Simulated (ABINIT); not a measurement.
# BeTe (F-43m): G0W0 with ABINIT, start to end, part 2 of 3

Wanted: ground state, empty states, screening and self-energy for BeTe (F-43m).

ABINIT 10.8.3; PBE and many-body steps on it, plane waves. Known limits of the many-body steps: not at the basis limit; exchange with frozen shells missing; no spin-orbit coupling; coarse k mesh.

So far. Step 2 (Ground state): The gap is indirect, with the least direct gap 1.63 eV higher.

## Step 3: Bands along the symmetry lines

Level of this step: DFT, PBE, plane waves, norm-conserving pseudopotentials (ABINIT).

Levels along a band path, at the cheap level, show where the edges lie and whether the meshes to come will hold them.

Contents of run.abi:

```
acell 3*1.0 Angstrom
rprim 
  -0.000000000000 2.831458787600 2.831458787600
  2.831458787600 0.000000000000 2.831458787600
  2.831458787600 2.831458787600 0.000000000000
ntypat 2
znucl 4 52
natom 2
typat 1 2
xred 
  0.000000000000 0.000000000000 0.000000000000
  0.750000000000 0.750000000000 0.750000000000
pp_dirpath "pseudos"
pseudos "Be.upf, Te.upf"
ecut 38
iscf -2
irdden 1
kptopt 0
nkpt 50
kpt 
  0.00000000 0.00000000 0.00000000
  -0.06250000 -0.06250000 0.00000000
  -0.12500000 -0.12500000 0.00000000
  -0.18750000 -0.18750000 0.00000000
  -0.25000000 -0.25000000 0.00000000
  -0.31250000 -0.31250000 0.00000000
  -0.37500000 -0.37500000 0.00000000
  -0.43750000 -0.43750000 0.00000000
  -0.50000000 -0.50000000 0.00000000
  -0.48437500 -0.48437500 0.03125000
  -0.46875000 -0.46875000 0.06250000
  -0.45312500 -0.45312500 0.09375000
  -0.43750000 -0.43750000 0.12500000
  -0.42187500 -0.42187500 0.15625000
  -0.40625000 -0.40625000 0.18750000
  -0.39062500 -0.39062500 0.21875000
  -0.37500000 -0.37500000 0.25000000
  -0.37500000 0.00000000 0.37500000
  -0.32812500 0.00000000 0.32812500
  -0.28125000 0.00000000 0.28125000
  -0.23437500 0.00000000 0.23437500
  -0.18750000 0.00000000 0.18750000
  -0.14062500 0.00000000 0.14062500
  -0.09375000 0.00000000 0.09375000
  -0.04687500 0.00000000 0.04687500
  0.00000000 0.00000000 0.00000000
  0.00000000 0.00000000 0.06250000
  0.00000000 0.00000000 0.12500000
  0.00000000 0.00000000 0.18750000
  0.00000000 0.00000000 0.25000000
  0.00000000 0.00000000 0.31250000
  0.00000000 0.00000000 0.37500000
  0.00000000 0.00000000 0.43750000
  -0.00000000 -0.00000000 0.50000000
  -0.06250000 -0.03125000 0.46875000
  -0.12500000 -0.06250000 0.43750000
  -0.18750000 -0.09375000 0.40625000
  -0.25000000 -0.12500000 0.37500000
  -0.31250000 -0.15625000 0.34375000
  -0.37500000 -0.18750000 0.31250000
  -0.43750000 -0.21875000 0.28125000
  -0.50000000 -0.25000000 0.25000000
  -0.50000000 -0.28125000 0.21875000
  -0.50000000 -0.31250000 0.18750000
  -0.50000000 -0.34375000 0.15625000
  -0.50000000 -0.37500000 0.12500000
  -0.50000000 -0.40625000 0.09375000
  -0.50000000 -0.43750000 0.06250000
  -0.50000000 -0.46875000 0.03125000
  -0.50000000 -0.50000000 0.00000000
istwfk *1
nband 17
nbdbuf 2
tolwfr 1e-08
nstep 40
prtwf 0
prtvol 0
indata_prefix "in"
outdata_prefix "out"
tmpdata_prefix "tmp"
```

Run with:

```sh
$ OMP_NUM_THREADS=1 mpirun -n 8 abinit run.abi > log
```

Numbers of over 12 decimals in the logs are rounded to 6 here.

What it wrote:

```text
.Version 10.8.3 of ABINIT. v10.8.2 released Aug 2026.

 Symmetries : space group F-4 3 m (#216); Bravais cF (face-center cubic)
[... echo of the input left out ...]
== DATASET  1 ==================================================================
-   mpi_nproc: 8, omp_nthreads: 1 (-1 if OMP is not activated)

--- !DatasetInfo
iteration_state: {dtset: 1, }
dimensions: {natom: 2, nkpt: 50, mband: 17, nsppol: 1, nspinor: 1, nspden: 1, mpw: 3479, }
cutoff_energies: {ecut:  38.0, pawecutdg:  -1.0, }
electrons: {nelect:   2.00000000E+01, charge:   0.00000000E+00, occopt:   1.00000000E+00, tsmear:   1.00000000E-02, }

 Real(R)+Recip(G) space primitive vectors, cartesian coordinates (Bohr,Bohr^-1):
 R(1)=  0.0000000  5.3506816  5.3506816  G(1)= -0.0934460  0.0934460  0.0934460
 R(2)=  5.3506816  0.0000000  5.3506816  G(2)=  0.0934460 -0.0934460  0.0934460
 R(3)=  5.3506816  5.3506816  0.0000000  G(3)=  0.0934460  0.0934460 -0.0934460
 Unit cell volume ucvol=  3.0637783E+02 bohr^3
 Angles (23,13,12)=  6.00000000E+01  6.00000000E+01  6.00000000E+01 degrees

 getcut: wavevector=  0.0000  0.0000  0.0000  ngfft=  45  45  45
         ecut(hartree)=     38.000   => boxcut(ratio)=   2.09542

--- Pseudopotential description ------------------------------------------------
- Be Generated using ONCVPSP code by D. R. Hamann
-  4.00000   4.00000  171031                  znucl, zion, pspdat
12 -101130 1 -1 1358                          pspcod,pspxc,lmax,lloc,mmax
     nproj     2     2     0
  pspatm : epsatm=    3.09777737
         --- l  ekb(1:nproj) -->
             0   -6.963791   -2.566656
             1   -2.597416   -0.573818
 pspatm: atomic psp has been read  and splines computed

- Te Generated using ONCVPSP code by D. R. Hamann
- 52.00000  16.00000  171031                  znucl, zion, pspdat
12 -101130 2 -1 1294                          pspcod,pspxc,lmax,lloc,mmax
     nproj     2     2     2
  pspatm : epsatm=   36.72599971
         --- l  ekb(1:nproj) -->
             0    6.377110    0.786674
[...]
pspatm: atomic psp has been read  and splines computed

--------------------------------------------------------------------------------

================================================================================
 prteigrs : about to open file out_EIG
 Non-SCF case, kpt    1 (  0.00000  0.00000  0.00000), residuals and eigenvalues=
  2.03E-09  9.50E-10  1.96E-09  3.43E-09  1.71E-09  5.57E-09  2.51E-09  2.07E-09
  4.27E-09  6.31E-09  2.36E-09  3.64E-09  7.85E-09  2.14E-09  8.84E-09  6.41E-06
  9.90E-05
 -3.5429E+00 -1.1862E+00 -1.1862E+00 -1.1862E+00 -1.1858E+00 -1.1858E+00
 -3.0187E-01  1.4612E-01  1.4612E-01  1.4612E-01  2.8053E-01  2.8053E-01
  2.8053E-01  2.8269E-01  4.5658E-01  5.2864E-01  5.2879E-01
 Non-SCF case, kpt    2 ( -0.06250 -0.06250  0.00000), residuals and eigenvalues=
[...]
Non-SCF case, kpt    3 ( -0.12500 -0.12500  0.00000), residuals and eigenvalues=
[...]
2.13E-05
[...]
3.1499E-01  3.2003E-01  4.4780E-01  4.8757E-01  5.3820E-01
[...]
Non-SCF case, kpt   49 ( -0.50000 -0.46875  0.03125), residuals and eigenvalues=
[...]
4.9862E-01  4.9884E-01  5.6886E-01  6.1205E-01  6.4311E-01
 Non-SCF case, kpt   50 ( -0.50000 -0.50000  0.00000), residuals and eigenvalues=
[...]
-3.5428E+00 -1.1863E+00 -1.1860E+00 -1.1860E+00 -1.1859E+00 -1.1857E+00
 -2.3676E-01 -3.8132E-02  5.1510E-02  5.1510E-02  2.2063E-01  2.4586E-01
  5.0179E-01  5.0179E-01  5.7165E-01  6.1962E-01  6.4925E-01

--- !ResultsGS
iteration_state: {dtset: 1, }
comment   : Summary of ground state results
lattice_vectors:
- [ -0.0000000,   5.3506816,   5.3506816, ]
- [  5.3506816,   0.0000000,   5.3506816, ]
- [  5.3506816,   5.3506816,   0.0000000, ]
lattice_lengths: [   7.56701,    7.56701,    7.56701, ]
lattice_angles: [ 60.000,  60.000,  60.000, ] # degrees, (23, 13, 12)
lattice_volume:   3.0637783E+02
convergence: {deltae:  0.000E+00, res2:  0.000E+00, residm:  9.950E-09, diffor:  0.000E+00, }
etotal    :  -1.18839809E+02
entropy   :   0.00000000E+00
fermie    :   1.46115151E-01
cartesian_stress_tensor: null
pressure_GPa: null
xred      :
- [  0.0000E+00,   0.0000E+00,   0.0000E+00, Be]
- [  7.5000E-01,   7.5000E-01,   7.5000E-01, Te]
cartesian_forces: null
force_length_stats: {min: null, max: null, mean: null, }

 Integrated electronic density in atomic spheres:
 ------------------------------------------------
 Atom  Sphere_radius  Integrated_density
[...]
================================================================================

 ----iterations are completed or convergence reached----

 Mean square residual over all n,k,spin=   42.814E-10; max=  99.498E-10
 reduced coordinates (array xred) for    2 atoms
       0.000000000000      0.000000000000      0.000000000000
       0.750000000000      0.750000000000      0.750000000000

 cartesian coordinates (angstrom) at end:
    1      0.000000     0.000000     0.000000
    2      4.247188     4.247188     4.247188
 length scales=  1.889726125908  1.889726125908  1.889726125908 bohr
              =  1.000000000000  1.000000000000  1.000000000000 angstroms
 prteigrs : about to open file out_EIG
 Eigenvalues (hartree) for nkpt=  50  k points:
 kpt#   1, nband= 17, wtk=  1.00000, kpt=  0.0000  0.0000  0.0000 (reduced coord)
[...]
kpt#   2, nband= 17, wtk=  1.00000, kpt= -0.0625 -0.0625  0.0000 (reduced coord)
[...]
kpt#   3, nband= 17, wtk=  1.00000, kpt= -0.1250 -0.1250  0.0000 (reduced coord)
[...]
kpt#  49, nband= 17, wtk=  1.00000, kpt= -0.5000 -0.4687  0.0313 (reduced coord)
[...]
0.64311
 kpt#  50, nband= 17, wtk=  1.00000, kpt= -0.5000 -0.5000  0.0000 (reduced coord)
  -3.54284   -1.18625   -1.18599   -1.18599   -1.18587   -1.18572   -0.23676   -0.03813
   0.05151    0.05151    0.22063    0.24586    0.50179    0.50179    0.57165    0.61962
   0.64925

== END DATASET(S) ==============================================================
================================================================================

 -outvars: echo values of variables after computation  --------
            nband          17
             nkpt          50
          spgroup         216
 [... the other variables as echoed above ...]

 Calculation completed.
```

The job ended after 7 s (8 MPI ranks of Arm Neoverse V2, shared host; peak memory 0.54 GiB).

This step gave:

```
gap                        : 2.028 eV
k of the valence top       : 0, 0, 0
k of the conduction bottom : -0.5, -0.5, 0
least direct gap           : 3.657 eV
```

The gap is 2.028 eV, as in the run before at this level.

The electronic bands at the labelled points (eV, zero at the top of the highest filled band):

| point | band 7 | band 8 | band 9 | band 10 | band 11 | band 12 | band 13 | band 14 |
| --- | --- | --- | --- | --- | --- | --- | --- | --- |
| Γ | -12.19 | 0.00 | 0.00 | 0.00 | 3.66 | 3.66 | 3.66 | 3.72 |
| halfway | -11.47 | -2.86 | -1.63 | -1.63 | 2.65 | 4.42 | 6.45 | 6.45 |
| X | -10.42 | -5.01 | -2.57 | -2.57 | 2.03 | 2.71 | 9.68 | 9.68 |
| halfway | -10.41 | -4.91 | -3.06 | -2.47 | 2.36 | 3.38 | 9.09 | 9.15 |
| U | -10.44 | -4.67 | -3.78 | -2.17 | 2.75 | 5.30 | 7.89 | 8.17 |
| jump to K | -10.44 | -4.67 | -3.78 | -2.17 | 2.75 | 5.30 | 7.89 | 8.17 |
| halfway | -11.41 | -3.47 | -2.20 | -0.65 | 4.06 | 4.70 | 5.22 | 6.29 |
| Γ | -12.19 | 0.00 | 0.00 | 0.00 | 3.66 | 3.66 | 3.66 | 3.72 |
| halfway | -11.65 | -3.26 | -0.65 | -0.65 | 3.30 | 4.52 | 4.52 | 7.00 |
| L | -10.89 | -5.42 | -1.10 | -1.10 | 3.06 | 4.63 | 4.63 | 7.93 |
| halfway | -10.66 | -5.01 | -2.83 | -1.85 | 4.21 | 4.43 | 6.68 | 7.78 |
| W | -10.39 | -4.50 | -3.60 | -3.12 | 5.30 | 5.58 | 5.62 | 6.17 |
| halfway | -10.40 | -4.82 | -3.05 | -2.87 | 3.06 | 3.67 | 8.26 | 8.44 |
| X | -10.42 | -5.01 | -2.57 | -2.57 | 2.03 | 2.71 | 9.68 | 9.68 |

The electronic bands as a text plot (rows in eV, shown from -8.0 to 7.9 only):

```
    7.6 |    +  ++        ++                 ++  +    ++
    6.9 |                  +++              +         +++   +
    6.3 |     ++            +++++++        +             +++
    5.6 |    +            +   ++   ++                +    +
    4.9 |  +++           +      +++      ++  ++++++++  +++ ++
    4.3 | +++ ++                ++++++  +++++     ++++++    +
    3.6 |++     ++     ++   ++++   ++++++++++       ++       +
    3.0 |  +++++  +++++  +++                 +++++++         ++++
    2.3 |       +++++++++                                      ++
    1.6 |
    1.0 |
    0.3 |*                            **
   -0.4 | ***                   ******  *****
   -1.0 |  ***                **   **    **  ********
   -1.7 |    ***           ***   ****               ***
   -2.4 |       ***********     ***        *         * **      **
   -3.0 |     **      ***     **            *         ** *******
   -3.7 |       **       *****  *                       *****
   -4.3 |         *       ******             **         *****
   -5.0 |          *******                     **   ****     ****
   -5.7 |                                        ***
   -6.3 |
   -7.0 |
   -7.7 |
         Γ           X  U|K            Γ         L        W     X
```

## Step 4: Empty states on the mesh, 4×4×4 mesh, 91 bands

The sums over transitions need many empty states on a uniform mesh; this step solves for them.

Contents of run.abi:

```
acell 3*1.0 Angstrom
rprim 
  -0.000000000000 2.831458787600 2.831458787600
  2.831458787600 0.000000000000 2.831458787600
  2.831458787600 2.831458787600 0.000000000000
ntypat 2
znucl 4 52
natom 2
typat 1 2
xred 
  0.000000000000 0.000000000000 0.000000000000
  0.750000000000 0.750000000000 0.750000000000
pp_dirpath "pseudos"
pseudos "Be.upf, Te.upf"
ecut 38
ngkpt 4 4 4
nshiftk 1
shiftk 0 0 0
kptopt 1
chksymbreak 0
iscf -2
irdden 1
istwfk *1
nband 91
nbdbuf 8
tolwfr 1e-09
nstep 60
prtvol 0
indata_prefix "in"
outdata_prefix "out"
tmpdata_prefix "tmp"
```

What it wrote:

```text
.Version 10.8.3 of ABINIT. v10.8.2 released Aug 2026.

 Symmetries : space group F-4 3 m (#216); Bravais cF (face-center cubic)
[... echo of the input left out ...]
== DATASET  1 ==================================================================
-   mpi_nproc: 8, omp_nthreads: 1 (-1 if OMP is not activated)

--- !DatasetInfo
iteration_state: {dtset: 1, }
dimensions: {natom: 2, nkpt: 8, mband: 91, nsppol: 1, nspinor: 1, nspden: 1, mpw: 3479, }
cutoff_energies: {ecut:  38.0, pawecutdg:  -1.0, }
electrons: {nelect:   2.00000000E+01, charge:   0.00000000E+00, occopt:   1.00000000E+00, tsmear:   1.00000000E-02, }

 Real(R)+Recip(G) space primitive vectors, cartesian coordinates (Bohr,Bohr^-1):
 R(1)=  0.0000000  5.3506816  5.3506816  G(1)= -0.0934460  0.0934460  0.0934460
 R(2)=  5.3506816  0.0000000  5.3506816  G(2)=  0.0934460 -0.0934460  0.0934460
 R(3)=  5.3506816  5.3506816  0.0000000  G(3)=  0.0934460  0.0934460 -0.0934460
 Unit cell volume ucvol=  3.0637783E+02 bohr^3
 Angles (23,13,12)=  6.00000000E+01  6.00000000E+01  6.00000000E+01 degrees

 getcut: wavevector=  0.0000  0.0000  0.0000  ngfft=  45  45  45
         ecut(hartree)=     38.000   => boxcut(ratio)=   2.09542

--- Pseudopotential description ------------------------------------------------
- Be Generated using ONCVPSP code by D. R. Hamann
-  4.00000   4.00000  171031                  znucl, zion, pspdat
12 -101130 1 -1 1358                          pspcod,pspxc,lmax,lloc,mmax
     nproj     2     2     0
  pspatm : epsatm=    3.09777737
         --- l  ekb(1:nproj) -->
             0   -6.963791   -2.566656
             1   -2.597416   -0.573818
 pspatm: atomic psp has been read  and splines computed

- Te Generated using ONCVPSP code by D. R. Hamann
- 52.00000  16.00000  171031                  znucl, zion, pspdat
12 -101130 2 -1 1294                          pspcod,pspxc,lmax,lloc,mmax
     nproj     2     2     2
  pspatm : epsatm=   36.72599971
         --- l  ekb(1:nproj) -->
             0    6.377110    0.786674
[...]
pspatm: atomic psp has been read  and splines computed

--------------------------------------------------------------------------------

================================================================================
 prteigrs : about to open file out_EIG
 Non-SCF case, kpt    1 (  0.00000  0.00000  0.00000), residuals and eigenvalues=
  8.92E-10  6.91E-11  1.22E-10  9.00E-11  8.24E-11  6.00E-11  9.01E-11  3.64E-11
  4.84E-11  1.05E-10  7.80E-11  1.69E-10  1.32E-10  9.26E-11  1.23E-10  3.98E-11
  9.52E-10  5.95E-11  9.68E-11  7.73E-10  5.53E-11  8.09E-11  1.49E-10  8.04E-10
[...]
-3.5429E+00 -1.1862E+00 -1.1862E+00 -1.1862E+00 -1.1858E+00 -1.1858E+00
 -3.0187E-01  1.4612E-01  1.4612E-01  1.4612E-01  2.8053E-01  2.8053E-01
  2.8053E-01  2.8269E-01  4.5658E-01  5.2863E-01  5.2863E-01  5.6712E-01
[...]
2.8849E+00  2.8849E+00  2.9237E+00  2.9237E+00  2.9385E+00  3.0054E+00
  3.0405E+00  3.0405E+00  3.0414E+00  3.0435E+00  3.0435E+00  3.0446E+00
  3.0450E+00
 prteigrs : prtvol=0 or 1, do not print more k-points.

--- !ResultsGS
iteration_state: {dtset: 1, }
comment   : Summary of ground state results
lattice_vectors:
- [ -0.0000000,   5.3506816,   5.3506816, ]
- [  5.3506816,   0.0000000,   5.3506816, ]
- [  5.3506816,   5.3506816,   0.0000000, ]
lattice_lengths: [   7.56701,    7.56701,    7.56701, ]
lattice_angles: [ 60.000,  60.000,  60.000, ] # degrees, (23, 13, 12)
lattice_volume:   3.0637783E+02
convergence: {deltae:  0.000E+00, res2:  0.000E+00, residm:  9.929E-10, diffor:  0.000E+00, }
etotal    :  -1.18839809E+02
entropy   :   0.00000000E+00
fermie    :   1.46115151E-01
cartesian_stress_tensor: null
pressure_GPa: null
xred      :
- [  0.0000E+00,   0.0000E+00,   0.0000E+00, Be]
- [  7.5000E-01,   7.5000E-01,   7.5000E-01, Te]
cartesian_forces: null
force_length_stats: {min: null, max: null, mean: null, }

 Integrated electronic density in atomic spheres:
 ------------------------------------------------
 Atom  Sphere_radius  Integrated_density
[...]
================================================================================

 ----iterations are completed or convergence reached----

 Mean square residual over all n,k,spin=   43.518E-11; max=  99.292E-11
 reduced coordinates (array xred) for    2 atoms
[...]
0.750000000000      0.750000000000      0.750000000000

 cartesian coordinates (angstrom) at end:
    1      0.000000     0.000000     0.000000
    2      4.247188     4.247188     4.247188
 length scales=  1.889726125908  1.889726125908  1.889726125908 bohr
              =  1.000000000000  1.000000000000  1.000000000000 angstroms
 prteigrs : about to open file out_EIG
 Eigenvalues (hartree) for nkpt=   8  k points:
 kpt#   1, nband= 91, wtk=  0.01563, kpt=  0.0000  0.0000  0.0000 (reduced coord)
[...]
2.58312    2.60361    2.70022    2.70022    2.70022    2.88491    2.88491    2.88491
   2.92368    2.92368    2.93853    3.00541    3.04054    3.04054    3.04142    3.04345
   3.04345    3.04464    3.04498
 prteigrs : prtvol=0 or 1, do not print more k-points.

== END DATASET(S) ==============================================================
================================================================================

 -outvars: echo values of variables after computation  --------
            nband          91
             nkpt           8
          spgroup         216
 [... the other variables as echoed above ...]

 Calculation completed.
```

The job ended after 9.3 s (8 MPI ranks; peak memory 0.56 GiB).

This step gave:

- gap: 2.028 eV
- k of the valence top: 0, 0, 0
- k of the conduction bottom: 0.5, 0.5, 0
- least direct gap: 3.657 eV
- k points computed: 8
- lowest point of the top converged band, above the valence top: 71.0348 eV

On this mesh the gap is 2.028 eV.

## Step 5: Screening, 4×4×4 mesh, 83 bands, screening to 136.1 eV

The RPA dielectric matrix is built and inverted for each q.

This step: RPA screening on PBE, plane waves, norm-conserving pseudopotentials.

run.abi: that of step 4 with these lines changed.

```diff
@@ -20,10 +20,11 @@
 chksymbreak 0
-iscf -2
-irdden 1
 istwfk *1
-nband 91
-nbdbuf 8
-tolwfr 1e-09
-nstep 60
-prtvol 0
+occopt 1
+irdwfk 1
+optdriver 3
+nband 83
+ecuteps 5
+inclvkb 2
+awtr 1
+symchi 1
 indata_prefix "in"
```

What it wrote:

```text
.Version 10.8.3 of ABINIT. v10.8.2 released Aug 2026.

 Symmetries : space group F-4 3 m (#216); Bravais cF (face-center cubic)
[... echo of the input left out ...]
== DATASET  1 ==================================================================
-   mpi_nproc: 8, omp_nthreads: 1 (-1 if OMP is not activated)

--- !DatasetInfo
iteration_state: {dtset: 1, }
dimensions: {natom: 2, nkpt: 8, mband: 83, nsppol: 1, nspinor: 1, nspden: 1, mpw: 3479, }
cutoff_energies: {ecut:  38.0, pawecutdg:  -1.0, }
electrons: {nelect:   2.00000000E+01, charge:   0.00000000E+00, occopt:   1.00000000E+00, tsmear:   1.00000000E-02, }

 SCREENING: Calculation of the susceptibility and dielectric matrices

 Based on a program developped by R.W. Godby, V. Olevano, G. Onida, and L. Reining.
 Incorporated in ABINIT by V. Olevano, G.-M. Rignanese, and M. Torrent.
.Using double precision arithmetic ; gwpc =  8

[... cell and pseudopotentials left out ...]
--------------------------------------------------------------------------------

 ==== K-mesh for the wavefunctions ====
 Number of points in the irreducible wedge :     8
[... list of points left out ...]
 Together with 24 symmetry operations and time-reversal symmetry
 yields    64 points in the full Brillouin Zone.

 ==== Q-mesh for the screening function ====
 Number of points in the irreducible wedge :     8
[... list of points left out ...]
 Together with 24 symmetry operations and time-reversal symmetry
 yields    64 points in the full Brillouin Zone.

 setmesh: FFT mesh size selected  =    30x   30x   30
          total number of points  =        27000

 vcoul_init : cutoff-mode = AUXILIARY_FUNCTION
 q-points for optical limit:   1
     1)      0.000010    0.000020    0.000030

- screening: taking advantage of time-reversal symmetry
- Maximum band index for partially occupied states nbvw = 10
- Remaining bands to be divided among processors   nbcw = 73
- Number of bands treated by each node ~9

 Number of electrons calculated from density =   20.0000; Expected =   20.0000
 average of density, n =  0.065279
 r_s =    1.5407
 omega_plasma =   24.6457 [eV]

 calculating chi0 at frequencies [eV] :
  1    0.000000E+00    0.000000E+00
  2    0.000000E+00    2.464574E+01

--------------------------------------------------------------------------------
  q-point number  1        q = ( 0.000000, 0.000000, 0.000000) [r.l.u.]
--------------------------------------------------------------------------------
[... chi0 elements left out ...]
 For q-point:  0.000010 0.000020 0.000030
  dielectric constant =   8.9710
  dielectric constant without local fields =  10.2521

  Average fulfillment of the sum rule on Im[epsilon] for q-point    1 :     72.80  [%]
[... wings left out ...]
  q-point number  2        q = ( 0.250000, 0.000000, 0.000000) [r.l.u.]
--------------------------------------------------------------------------------
[... chi0 elements left out ...]
  Average fulfillment of the sum rule on Im[epsilon] for q-point    2 :     92.47  [%]

 [... 6 further q-points ...]
```

It took 8.9 s on 8 MPI ranks; peak memory 1.2 GiB; 70 s of CPU time.

This step gave:

- ε∞ with local fields, on this mesh, along the program's q direction: 8.971
- the same without local fields: 10.25
- plasma frequency: 24.65 eV
- plane waves in the screening matrix: 169

Local fields lower ε∞ by 12 %. On a Γ-centred mesh this coarse the value itself is usually too large, while a short band sum pulls it down.

(Part 2 of 3 ends here.)

[Paths, hosts, dates, memory and timing lines, banners, echoed tables and standing remarks are left out of the program output.]

[Logs are printed without paths, hosts, clocks, repeated set-up lines and the standing remarks that a program may print on its own settings, such as how far it seeks lower states.]

[Runs of the session that timed out or met a known fault of the program may be left out.]

[Hosts, paths, dates, database ids (printed as entryN), source tags and the programs' standing remarks are cut or masked in the printed files.]

[G0W0 gaps are taken among the corrected bands and points alone; a level outside them can change the order at an edge.]

[Where Ansatz stands beside ABINIT at settings called matched, ABINIT's density can come from a denser mesh and the files from another edition; pairs whose starting gaps differed by over 0.03 eV were left out, so agreement reads better than it is.]
